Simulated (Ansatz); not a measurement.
# GaN: the cost of one run

Computed with Ansatz 0.2.0 (DFT PBEsol, scalar-relativistic, plane waves, PAW).

1 further run of the same task is left out (set aside as unsound or not needed).

**1. Starting point**

The structure is cubic, space group Fm-3m (No. 225). The conventional cell has a = 4.270 Å, b = 4.270 Å, c = 4.270 Å, α = 90.00°, β = 90.00°, γ = 90.00°. Ga (site symmetry m-3m) is surrounded by 6 N at 2.14 Å. N (site symmetry m-3m) has 6 Ga at 2.14 Å as nearest neighbours.

Coordinates:

```
CELL_PARAMETERS angstrom
0.00000 2.13524 2.13524
2.13524 0.00000 2.13524
2.13524 2.13524 0.00000
ATOMIC_POSITIONS crystal
Ga 0.00000 0.00000 0.00000
N 0.50000 0.50000 0.50000
```

The structure comes from the Materials Project (structure only).

**2. Functional and cell changed: PBEsol**

What differs from the listed cell: strain xx, yy, zz, yz, xz, xy = +2.6, +2.6, +2.6, +0.0, +0.0, +0.0 %.

input.yaml

```yaml
crystal:
  lattice:
    - [0.0, 2.1896834925, 2.1896834925]
    - [2.1896834925, 0.0, 2.1896834925]
    - [2.1896834925, 2.1896834925, 0.0]
  atoms:
    - { symbol: Ga, position: [0.0, 0.0, 0.0] }
    - { symbol: "N", position: [0.5, 0.5, 0.5] }
basis:
  ecutwfc: 420
kpoints:
  mp_grid: { grid: [12, 12, 12] }
hamiltonian:
  xc: pbesol
scf:
  occupations: { method: gaussian, width: 0.02 }
output:
  forces: true
  stress: true
  eigenvalues: true
```

Run with:

```
$ ansatz run input.yaml --threads 1 --pin off --max-ram 2560MiB --backend cpu --events-out ev --progress --plain --runs-dir out
```

**Question.** How long does this run take on 1 thread of an x86-64 CPU, shared host, and how much memory does it need?

About 1.9 s, with a peak of 0.31 GiB.
